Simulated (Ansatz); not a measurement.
**Calculated 17O nuclear quadrupole resonance for SiO₂**

Cell: an entry of the Crystallography Open Database (COD), taken as it stands.

```cif
data_SiO2
_symmetry_space_group_name_H-M 'P4_12_12'
_symmetry_Int_Tables_number 92
_cell_length_a 4.9501
_cell_length_b 4.9501
_cell_length_c 6.9259
_cell_angle_alpha 90.000
_cell_angle_beta 90.000
_cell_angle_gamma 90.000
loop_
_atom_site_label
_atom_site_type_symbol
_atom_site_symmetry_multiplicity
_atom_site_Wyckoff_symbol
_atom_site_fract_x
_atom_site_fract_y
_atom_site_fract_z
Si Si 4 a 0.3027 0.3027 0.0000
O O 8 b 0.2388 0.1086 0.1817
```

One atom of each set is listed.

Computed with Ansatz: DFT, PBE, plane waves and PAW (field gradients read without the response of the frozen cores, which leaves them typically 4 to 6 % off), scalar-relativistic, 420 eV cutoff, Γ-centred 5×5×4 k-points, Fermi–Dirac smearing 0.02 eV.

17O: I = 5/2, Q = -25.58 mb (year-2017 value). Static lattice, zero field.

Q: Predict the zero-field 17O lines of each site.

A: For I = 5/2 and η = 0 the lines are 3|C_Q|/20 and twice that; η pulls their ratio below 2.

```tsv
site	atoms	V_zz (10²¹ V/m²)	C_Q (MHz)	η	line frequencies (MHz)
O	8	9.37	-5.80	0.16	0.894, 1.73
```

At O V_zz runs parallel to the line that joins its two neighbours (within 1°).

The calculated pressure of 7 GPa (PBE) comes largely from the unrelaxed atoms: it is 1.4 GPa once they are relaxed in the same cell. The largest force is 0.5 eV/Å, so the atoms aren't at the calculated equilibrium and relaxing them would move these values.
